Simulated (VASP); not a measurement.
Be: single point with r2SCAN

Crystal: Be.

```
Be
1.0
     2.26189    0.00000    0.00000
    -1.13095    1.95885    0.00000
     0.00000    0.00000    3.57094
Be
2
Cartesian
  0.0000 1.3059 0.8927
  1.1309 0.6530 2.6782
```

* Program: VASP 6.6.1
* Task: single point
* Functional: r2SCAN
* Potentials or basis: VASP PAW PBE potentials, release 64 (Be)
* Cutoff: 450 eV
* k mesh: 22 × 22 × 12
* Occupations: methfessel-paxton, width 0.1 eV
* Spin: no spin polarisation

```
Pressure               : 0.1 GPa
Band gap on the k mesh : none (metal or under the smearing width)
```

Stress tensor (GPa, compression positive):
```
-0.14  0.00  0.00
 0.00 -0.14  0.00
 0.00  0.00  0.42
```

Levels at points of the mesh, in eV from the Fermi level:
| k point | band 1 | band 2 | band 3 | band 4 | band 5 | band 6 |
| --- | --- | --- | --- | --- | --- | --- |
| (0.00, 0.00, 0.00) | -12.45 | -4.99 | 0.80 | 17.18 | 17.18 | 20.19 |
| (0.50, 0.00, 0.00) | -5.60 | -3.57 | 3.71 | 6.55 | 6.96 | 10.04 |
| (0.00, 0.00, 0.50) | -10.12 | -10.12 | 11.12 | 11.12 | 18.97 | 18.97 |
| (0.50, 0.00, 0.50) | -4.07 | -4.07 | 1.35 | 1.35 | 12.81 | 12.81 |

Run time: 33 s on 4 MPI ranks on Intel(R) Xeon(R) Platinum 8488C (Sapphire Rapids), with other jobs on the host, peak memory 0.14 GiB a rank.

Caveat: the PAW data sets were made with another functional, which shifts forces and pressure a little.
